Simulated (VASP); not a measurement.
# TiAl (Pm-3m) in VASP: further runs

Aim: see how the results for TiAl move with the level of theory and the settings. Levels: PBE+D3, LDA+U, r2SCAN. Tasks: equation of state, band structure.

Program: VASP 6.6.1. These are calculated values, not measurements. Logs are shortened: lines on timing, memory, paths and dates and some standing lists are left out, and cuts for length are marked.

### Step 1. The structure

Symmetry: Pm-3m, No. 221, cubic system. The conventional cell has a = 3.179 Å, b = 3.179 Å, c = 3.179 Å, α = 90.00°, β = 90.00°, γ = 90.00°. Ti (site symmetry m-3m) has 8 Al at 2.75 Å as nearest neighbours. Al (site symmetry m-3m) is surrounded by 8 Ti at 2.75 Å.

The cell comes from a database or a generator and needn't be the stable form of this composition.

### Step 2. Equation of state, PBE+D3

run.py

```python
from ase.calculators.vasp import Vasp
from ase.eos import EquationOfState
from ase.io import Trajectory
from ase.io import read
from ase.units import GPa

atoms = read('TiAl.xyz')
calc = Vasp(
    directory='calc',
    xc='pbe',
    pp='PBE',
    setups='materialsproject',
    prec='Accurate',
    encut=520,
    ediff=1e-07,
    ismear=-1,
    sigma=0.02,
    lreal=False,
    lasph=True,
    nelm=80,
    algo='Normal',
    isif=2,
    lwave=False,
    lcharg=False,
    ivdw=11,
    kpts=[8, 8, 8],
    gamma=True,
)
atoms.calc = calc
cell = atoms.cell.copy()
volumes, energies = [], []
traj = Trajectory('eos.traj', 'w')
for x in [0.94, 0.96, 0.98, 1.0, 1.02, 1.04, 1.06]:
    atoms.set_cell(cell * x ** (1 / 3), scale_atoms=True)
    volumes.append(atoms.get_volume())
    energies.append(atoms.get_potential_energy())
    traj.write(atoms)
    print(f'{x:5.2f} {volumes[-1]:12.5f} {energies[-1]:14.6f}')

v0, e0, B = EquationOfState(volumes, energies, eos='birchmurnaghan').fit()
print(f'V0 = {v0:.4f} A^3, E0 = {e0:.6f} eV, B = {B / GPa:.2f} GPa')
```

TiAl.xyz

```xyz
2
Lattice="3.1790640000 0.0000000000 0.0000000000 0.0000000000 3.1790640000 0.0000000000 0.0000000000 0.0000000000 3.1790640000" Properties=species:S:1:pos:R:3 pbc="T T T"
Ti     0.0000000000      0.0000000000      0.0000000000
Al     1.5895320000      1.5895320000      1.5895320000
```

Potentials or basis: VASP PAW PBE potentials, release 64 (Ti_pv, Al).

Started as:

```console
> python run.py
```

Log:

```text
0.94     30.20130     -12.752209
 0.96     30.84388     -12.761558
 0.98     31.48646     -12.760397
 1.00     32.12904     -12.749766
 1.02     32.77163     -12.730643
 1.04     33.41421     -12.703871
 1.06     34.05679     -12.670254
V0 = 31.0873 A^3, E0 = -12.762299 eV, B = 121.81 GPa
```

OUTCAR:

```text
ENCUT = 520.000000
   EDIFF = 1.00e-07
   GGA = PE
   PREC = Accurate
   ISIF = 2
   ISMEAR = -1
   NELM = 80
   IVDW = 11
   LASPH = .TRUE.
   LREAL = .FALSE.
 IVDW          = 11

 ion  position               nearest neighbor table
   1  0.000  0.000  0.000-   2 2.81   2 2.81   2 2.81   2 2.81   2 2.81   2 2.81   2 2.81   2 2.81

   2  0.500  0.500  0.500-   1 2.81   1 2.81   1 2.81   1 2.81   1 2.81   1 2.81   1 2.81   1 2.81

  LATTYP: Found a simple cubic cell.
 ALAT       =     3.2414144177

  Lattice vectors:

 A1 = (   3.2414144177,   0.0000000000,   0.0000000000)
 A2 = (   0.0000000000,   3.2414144177,   0.0000000000)
 A3 = (   0.0000000000,   0.0000000000,   3.2414144177)

Analysis of symmetry for initial positions (statically):
=====================================================================
 Subroutine PRICEL returns:
 Original cell was already a primitive cell.

 Routine SETGRP: Setting up the symmetry group for a
 simple cubic supercell.

 Subroutine GETGRP returns: Found 48 space group operations
 (whereof 48 operations were pure point group operations)
 out of a pool of 48 trial point group operations.

The static configuration has the point symmetry O_h .

Analysis of symmetry for dynamics (positions and initial velocities):
=====================================================================
 Subroutine PRICEL returns:
 Original cell was already a primitive cell.

 Routine SETGRP: Setting up the symmetry group for a
 simple cubic supercell.

 Subroutine GETGRP returns: Found 48 space group operations
 (whereof 48 operations were pure point group operations)
 out of a pool of 48 trial point group operations.

The dynamic configuration has the point symmetry O_h .

 Subroutine INISYM returns: Found 48 space group operations
 (whereof 48 operations are pure point group operations),
 and found     1 'primitive' translations

----------------------------------------------------------------------------------------

                                     Primitive cell

  volume of cell :      34.0568

  direct lattice vectors                    reciprocal lattice vectors
     3.241414418  0.000000000  0.000000000     0.308507297  0.000000000  0.000000000
     0.000000000  3.241414418  0.000000000     0.000000000  0.308507297  0.000000000
     0.000000000  0.000000000  3.241414418     0.000000000  0.000000000  0.308507297

  length of vectors
     3.241414418  3.241414418  3.241414418     0.308507297  0.308507297  0.308507297

  position of ions in fractional coordinates (direct lattice)
     0.000000000  0.000000000  0.000000000
     0.500000000  0.500000000  0.500000000

  ion indices of the primitive-cell ions
   primitive index   ion index
                 1           1
                 2           2

----------------------------------------------------------------------------------------

 KPOINTS: KPOINTS created by Atomic Simulation Env

Automatic generation of k-mesh.
 Grid dimensions read from file:
 generate k-points for:    8    8    8

 Generating k-lattice:

  Cartesian coordinates                     Fractional coordinates (reciprocal lattice)
     0.038563412  0.000000000  0.000000000     0.125000000  0.000000000  0.000000000
     0.000000000  0.038563412  0.000000000     0.000000000  0.125000000  0.000000000
     0.000000000  0.000000000  0.038563412     0.000000000  0.000000000  0.125000000

  Length of vectors
     0.038563412  0.038563412  0.038563412

  Shift w.r.t. Gamma in fractional coordinates (k-lattice)
     0.000000000  0.000000000  0.000000000

 Subroutine IBZKPT returns following result:
 ===========================================

 Found     35 irreducible k-points:

 Following reciprocal coordinates:
            Coordinates               Weight
  0.000000  0.000000  0.000000      1.000000
  0.125000  0.000000  0.000000      6.000000
  0.250000  0.000000  0.000000      6.000000
  0.375000  0.000000  0.000000      6.000000
  0.500000  0.000000  0.000000      3.000000
  0.125000  0.125000  0.000000     12.000000
[... 16 lines left out ...]
  0.375000  0.375000  0.125000     24.000000
  0.500000  0.375000  0.125000     24.000000
 [... further k-points ...]
   k-points           NKPTS =     35   k-points in BZ     NKDIM =     35   number of bands    NBANDS=     10
   number of dos      NEDOS =    301   number of ions     NIONS =      2
   total plane-waves  NPLWV =  13824
   dimension x,y,z NGX =    24 NGY =   24 NGZ =   24
   dimension x,y,z NGXF=    48 NGYF=   48 NGZF=   48
   ions per type =               1   1
   NGX,Y,Z   is equivalent  to a cutoff of  12.31, 12.31, 12.31 a.u.
   NGXF,Y,Z  is equivalent  to a cutoff of  24.62, 24.62, 24.62 a.u.
 SYSTEM =  unknown system
   PREC   = accura    normal or accurate (medium, high low for compatibility)
   ISTART =      0    job   : 0-new  1-cont  2-samecut
   ICHARG =      2    charge: 1-file 2-atom 10-const
   ISPIN  =      1    spin polarized calculation?
   LNONCOLLINEAR =      F non collinear calculations
   LSORBIT =      F    spin-orbit coupling
   LASPH  =      T    aspherical Exc in radial PAW
   ENCUT  =  520.0 eV  38.22 Ry    6.18 a.u.   6.03  6.03  6.03*2*pi/ulx,y,z
   NELM   =     80;   NELMIN=  2; NELMDL=  0     # of ELM steps
   EDIFF  = 0.1E-06   stopping-criterion for ELM
   LREAL  =      F    real-space projection
   EDIFFG = 0.1E-05   stopping-criterion for IOM
   NSW    =      0    number of steps for IOM
   IBRION =     -1    ionic relax: 0-MD 1-quasi-New 2-CG
   NFREE  =      0    steps in history (QN), initial steepest desc. (CG)
   ISIF   =      2    stress and relaxation
   ISYM   =      2    0-nonsym 1-usesym 2-fastsym
   POTIM  = 0.5000    time-step for ionic-motion
   TEBEG  =    0.0;   TEEND  =   0.0 temperature during run
   PSTRESS=    0.0 pullay stress
   NELECT =      13.0000    total number of electrons
   NUPDOWN=      -1.0000    fix difference up-down
   EMIN   =  10.00;   EMAX   =-10.00  energy-range for DOS
   EFERMI =   0.00;   METHOD = LEGACY
   ISMEAR =    -1;   SIGMA  =   0.02  broadening in eV -4-tet -1-fermi 0-gaus
   EFERMI_NEDOS =   21; number of points for ismear=-14 and -15
   IALGO  =     38    algorithm
   IMIX   =      4    mixing-type and parameters
     AMIX     =   0.40;   BMIX     =  1.00
     AMIX_MAG =   1.60;   BMIX_MAG =  1.00
  volume/ion in A,a.u.               =      17.03       114.91
  Fermi-wavevector in a.u.,A,eV,Ry     =   1.187558  2.244159 19.188205  1.410293
  Thomas-Fermi vector in A             =   2.323706
   LORBIT       =      0    0 simple, 1 ext, 2 COOP (PROOUT), +10 PAW based schemes
   GGA     = PE    functional components
   LHFCALC =     F    Hartree Fock is set to
   AEXX    =    0.0000 exact exchange contribution
   IVDW    =    11    specifies the selected vdW correction
   LEPSILON=     F    determine dielectric tensor
   LRPA    =     F    only Hartree local field effects (RPA)
 non-spin polarized calculation
  energy-cutoff  :      520.00
  volume of cell :       34.06
 maximum number of plane-waves:       932
   NGX = 13   NGY = 13   NGZ = 13

 number of electron      13.0000004 magnetization

 Free energy of the ion-electron system (eV)
  ---------------------------------------------------
  ext. energy  EPLUGINS =         0.00000000
  ---------------------------------------------------
  free energy    TOTEN  =       -12.04474090 eV

  energy without entropy =      -12.03873871  energy(sigma->0) =      -12.04173981

 E-fermi :   6.9020     XC(G=0): -10.7856

 val. band max:        6.8876299907   @ k =   0.3750   0.1250   0.1250
 cond. band min:       6.9022853317   @ k =   0.3750   0.3750   0.2500
 fundamental gap:      0.0146553411
 Fermi energy:         6.9019574746

 k-point     1 :       0.0000    0.0000    0.0000
  band No.  band energies     occupation
      1     -26.3302      2.00000
      2     -26.3302      2.00000
      3     -26.3302      2.00000
      4      -2.1102      2.00000
      5       5.5964      2.00000
      6       5.5964      2.00000
      7       8.5732      0.00000
      8       8.5732      0.00000
      9       8.5732      0.00000
     10      11.0646      0.00000

 k-point     2 :       0.1250    0.0000    0.0000
  band No.  band energies     occupation
      1     -26.3504      2.00000
      2     -26.3285      2.00000
      3     -26.3285      2.00000
      4      -1.8732      2.00000
      5       5.4364      2.00000
      6       5.6982      2.00000
      7       8.2208      0.00000
      8       8.2208      0.00000
      9       8.5993      0.00000
     10      10.2126      0.00000

 k-point     3 :       0.2500    0.0000    0.0000
  band No.  band energies     occupation
      1     -26.3987      2.00000
      2     -26.3242      2.00000
      3     -26.3242      2.00000
      4      -1.1816      2.00000
      5       4.6312      2.00000
      6       5.9645      2.00000
      7       7.6305      0.00000
      8       7.6305      0.00000
      9       8.6633      0.00000
     10       9.4222      0.00000
[... 248 lines left out ...]
 k-point    23 :       0.3750    0.3750    0.1250
  band No.  band energies     occupation
      1     -26.4301      2.00000
      2     -26.4283      2.00000
      3     -26.3285      2.00000
      4       1.5148      2.00000
      5       4.3600      2.00000
      6       4.8341      2.00000
      7       6.6173      2.00000
      8       7.5669      0.00000
      9       7.7772      0.00000
     10       9.6471      0.00000

 k-point    24 :       0.5000    0.3750    0.1250
  band No.  band energies     occupation
      1     -26.4480      2.00000
      2     -26.4266      2.00000
      3     -26.3267      2.00000
      4       1.9815      2.00000
      5       3.9803      2.00000
      6       5.0190      2.00000
      7       6.3582      2.00000
      8       7.7407      0.00000
      9       7.7670      0.00000
     10       9.5152      0.00000

 [... further k-points ...]

------------------------ aborting loop because EDIFF is reached ----------------------------------------

 Edisp (eV)   -0.62851

 E8    (eV) :    -0.3496

  FORCE on cell =-STRESS in cart. coord.  units (eV):
  Direction    XX          YY          ZZ          XY          YZ          ZX
  --------------------------------------------------------------------------------------
  -------------------------------------------------------------------------------------
  Total      -1.95335    -1.95335    -1.95335     0.00000    -0.00000     0.00000
  in kB     -91.89385   -91.89385   -91.89385     0.00000    -0.00000     0.00000
  external pressure =      -91.89 kB  Pullay stress =        0.00 kB

 VOLUME and BASIS-vectors are now :
 -----------------------------------------------------------------------------
  energy-cutoff  :      520.00
  volume of cell :       34.06
      direct lattice vectors                 reciprocal lattice vectors
     3.241414418  0.000000000  0.000000000     0.308507297  0.000000000  0.000000000
     0.000000000  3.241414418  0.000000000     0.000000000  0.308507297  0.000000000
     0.000000000  0.000000000  3.241414418     0.000000000  0.000000000  0.308507297

 POSITION                                       TOTAL-FORCE (eV/Angst)
 -----------------------------------------------------------------------------------
      0.00000      0.00000      0.00000         0.000000      0.000000      0.000000
      1.62071      1.62071      1.62071         0.000000      0.000000      0.000000
 -----------------------------------------------------------------------------------
    total drift:                                0.000000      0.000000      0.000000

  FREE ENERGIE OF THE ION-ELECTRON SYSTEM (eV)
  ---------------------------------------------------
  free  energy   TOTEN  =       -12.6732549758 eV

  energy  without entropy=      -12.6672527910  energy(sigma->0) =      -12.67025388
```

INCAR:

```text
ENCUT = 520.000000
SIGMA = 0.020000
EDIFF = 1.00e-07
ALGO = Normal
GGA = PE
PREC = Accurate
ISIF = 2
ISMEAR = -1
NELM = 80
IVDW = 11
LASPH = .TRUE.
LCHARG = .FALSE.
LWAVE = .FALSE.
LREAL = .FALSE.
```

Run time: 44 s. Hardware: 1 thread of AMD EPYC 9R45 (Zen 5), shared host; peak memory 0.12 GiB.

Results:

| Item | Value |
| --- | --- |
| Equilibrium volume | 15.54 Å³/atom |
| Bulk modulus | 122 GPa |
| Pressure derivative of the bulk modulus | 4.2 |

Energy against volume, from the lowest point:
| volume (Å³/atom) | energy (meV/atom) |
| --- | --- |
| 15.101 | 4.67 |
| 15.422 | 0.00 |
| 15.743 | 0.58 |
| 16.065 | 5.90 |
| 16.386 | 15.46 |
| 16.707 | 28.84 |
| 17.028 | 45.65 |

### Step 3. Band structure, LDA+U (atoms moved at random, drawn with an rms of 0.15 Å)

run.py

```python
from ase.calculators.vasp import Vasp
from ase.dft.bandgap import bandgap
from ase.io import read

atoms = read('POSCAR')
calc = Vasp(
    directory='calc',
    xc='lda',
    pp='LDA',
    setups='recommended',
    prec='Accurate',
    encut=520,
    ediff=1e-06,
    ismear=1,
    sigma=0.1,
    lreal=False,
    lasph=True,
    nelm=80,
    algo='Normal',
    isif=2,
    lwave=False,
    lcharg=True,
    lmaxmix=4,
    ldautype=2,
    ldauprint=1,
    ldau_luj={'Ti': {'L': 2, 'U': 2, 'J': 0}},
    kpts=[8, 8, 8],
    gamma=True,
    nbands=14,
)
atoms.calc = calc

print('energy (eV):', atoms.get_potential_energy())
print('free energy (eV):', atoms.get_potential_energy(force_consistent=True))
efermi = calc.get_fermi_level()
print('Fermi level (eV):', efermi)
path = atoms.cell.bandpath(npoints=40, eps=1e-4)
print('path:', path.path)
calc.set(kpts=path.kpts, reciprocal=True, icharg=11, isym=0, lcharg=False)
calc.calculate(atoms)
print('gap on the path (eV):', bandgap(calc, efermi=efermi)[0])
print('direct gap on the path (eV):', bandgap(calc, efermi=efermi, direct=True)[0])
```

POSCAR

```
TiAl
1.0
    3.1790640000      0.0000000000      0.0000000000
    0.0000000000      3.1790640000      0.0000000000
    0.0000000000      0.0000000000      3.1790640000
Ti Al
1 1
Direct
   -0.0173720000      0.0423110000     -0.0113810000
    0.4225360000      0.4975000000      0.5352070000
```

Potentials or basis: VASP PAW LDA potentials, release 64 (Ti_sv, Al).

Started as:

```console
> python run.py
```

Log:

```text
energy (eV): -11.45755071
free energy (eV): -11.45798333
Fermi level (eV): 8.64089865
path: GXMGRX,MR
gap on the path (eV): 0.0
direct gap on the path (eV): 0.0
```

OUTCAR:

```text
ENCUT = 520.000000
   EDIFF = 1.00e-06
   PREC = Accurate
   ICHARG = 11
   ISIF = 2
   ISMEAR = 1
   ISYM = 0
   NELM = 80
   LASPH = .TRUE.
   LREAL = .FALSE.

 ion  position               nearest neighbor table
   1  0.983  0.042  0.989-   2 2.48   2 2.65   2 2.66   2 2.71   2 2.82   2 2.87   2 2.88   2 3.03

   2  0.423  0.498  0.535-   1 2.48   1 2.65   1 2.66   1 2.71   1 2.82   1 2.87   1 2.88   1 3.03

IMPORTANT INFORMATION: All symmetrisations will be switched off!
NOSYMM: (Re-)initialisation of all symmetry stuff for point group C_1.

----------------------------------------------------------------------------------------

                                     Primitive cell

  volume of cell :      32.1290

  direct lattice vectors                    reciprocal lattice vectors
     3.179064000  0.000000000  0.000000000     0.314557996  0.000000000  0.000000000
     0.000000000  3.179064000  0.000000000     0.000000000  0.314557996  0.000000000
     0.000000000  0.000000000  3.179064000     0.000000000  0.000000000  0.314557996

  length of vectors
     3.179064000  3.179064000  3.179064000     0.314557996  0.314557996  0.314557996

  position of ions in fractional coordinates (direct lattice)
     0.982628000  0.042311000  0.988619000
[... 176 lines left out ...]
     11      13.0604      0.00000
     12      13.0611      0.00000
     13      13.2037      0.00000
     14      17.5065      0.00000
[... 377 lines left out ...]
      1     -48.0001      2.00000
      2     -24.7552      2.00000
      3     -24.7343      2.00000
      4     -24.7315      2.00000
      5       5.2719      2.00000
      6       5.7297      2.00000
      7       5.7446      2.00000
      8       9.6135     -0.00000
      9      10.6636     -0.00000
     10      10.6921     -0.00000
     11      10.8455     -0.00000
     12      12.1877      0.00000
     13      12.2016      0.00000
     14      15.4868      0.00000

 [... further k-points ...]

------------------------ aborting loop because EDIFF is reached ----------------------------------------

  FORCE on cell =-STRESS in cart. coord.  units (eV):
  Direction    XX          YY          ZZ          XY          YZ          ZX
  --------------------------------------------------------------------------------------
  -------------------------------------------------------------------------------------
  Total        3.2822962     10.5167040     -8.3836469     -0.1198627     -0.3465197      1.0660750
  in kB      163.6780888    524.4359056   -418.0668659     -5.9771884    -17.2798767     53.1619031
  external PRESSURE =      90.0157095 kB  Pullay stress =       0.0000000 kB

 VOLUME and BASIS-vectors are now :
 -----------------------------------------------------------------------------
  energy-cutoff  :      520.00
  volume of cell :       32.13
      direct lattice vectors                 reciprocal lattice vectors
     3.179064000  0.000000000  0.000000000     0.314557996  0.000000000  0.000000000
     0.000000000  3.179064000  0.000000000     0.000000000  0.314557996  0.000000000
     0.000000000  0.000000000  3.179064000     0.000000000  0.000000000  0.314557996

 POSITION                                       TOTAL-FORCE (eV/Angst)
 -----------------------------------------------------------------------------------
      3.12384      0.13451      3.14288        -1.222364     -0.879714      0.859557
      1.34327      1.58158      1.70146         1.222364      0.879714     -0.859557
 -----------------------------------------------------------------------------------
    total drift:                               -0.045924     -0.060601      0.029719

  FREE ENERGIE OF THE ION-ELECTRON SYSTEM (eV)
  ---------------------------------------------------
  free  energy   TOTEN  =       -11.3349872039 eV

  energy  without entropy=      -11.3341032062  energy(sigma->0) =      -11.33469254
```

INCAR:

```text
ENCUT = 520.000000
SIGMA = 0.100000
EDIFF = 1.00e-06
ALGO = Normal
PREC = Accurate
ICHARG = 11
ISIF = 2
ISMEAR = 1
ISYM = 0
LDAUPRINT = 1
LDAUTYPE = 2
LMAXMIX = 4
NBANDS = 14
NELM = 80
LASPH = .TRUE.
LCHARG = .FALSE.
LWAVE = .FALSE.
LREAL = .FALSE.
LDAU = .TRUE.
LDAUL = 2 -1
LDAUU = 2.000 0.000
LDAUJ = 0.000 0.000
```

Run time: 41 s. Hardware: 1 thread of Intel Xeon Platinum 8488C (Sapphire Rapids), shared host; peak memory 0.13 GiB.

Results:

- Band gap along the path: none (metal or under the smearing width)

Levels at the corners of the path, in eV from the Fermi level:
| point | band 5 | band 6 | band 7 | band 8 | band 9 | band 10 |
| --- | --- | --- | --- | --- | --- | --- |
| Γ | -9.28 | -1.50 | -1.50 | 1.79 | 1.98 | 1.99 |
| X | -6.06 | -5.19 | -0.64 | 0.23 | 0.31 | 2.15 |
| M | -4.95 | -2.26 | -2.13 | -1.36 | 0.79 | 0.91 |
| Γ | -9.28 | -1.50 | -1.50 | 1.79 | 1.98 | 1.99 |
| R | -3.04 | -2.99 | -2.98 | 0.53 | 2.76 | 2.76 |
| X | -6.06 | -5.19 | -0.64 | 0.23 | 0.31 | 2.15 |
| M | -4.95 | -2.26 | -2.13 | -1.36 | 0.79 | 0.91 |
| R | -3.04 | -2.99 | -2.98 | 0.53 | 2.76 | 2.76 |

Caveat: the log is that of the step along the path at fixed density, whose energy, stress, charges and moments have no meaning; U without spin polarisation on a metal has little footing; the U is typed as a test and isn't derived for this compound.

(Part 1 of 2 ends here.)
